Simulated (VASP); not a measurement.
Crystal: Ba.

```
Ba
1.0
    -2.50650    2.50650    2.50650
     2.50650   -2.50650    2.50650
     2.50650    2.50650   -2.50650
Ba
1
Direct
  0.00000 0.00000 0.00000
```

Base run:

```yaml
Program: VASP 6.6.1
Functional: PBE
Potentials_or_basis: VASP PAW PBE potentials, release 64 (Ba_sv)
Cutoff: 520 eV
k_mesh: 8 × 8 × 8
Occupations: gaussian, width 0.1 eV
Spin: no spin polarisation
```

Its results: band gap on the k mesh none (metal or under the smearing width); pressure 0.0 GPa.

Q: The run is repeated on the same cell with these changes: functional from PBE to RPBE; further incar settings from ALGO = Normal; EDIFF = 1e-06; NBANDS = 11 to ALGO = Normal; EDIFF = 1e-07; NBANDS = 11. What comes out?

A: Band gap on the k mesh none (metal or under the smearing width); pressure 0.7 GPa.

Caveats: the PAW data sets were made with another functional, which shifts forces and pressure a little (some runs).
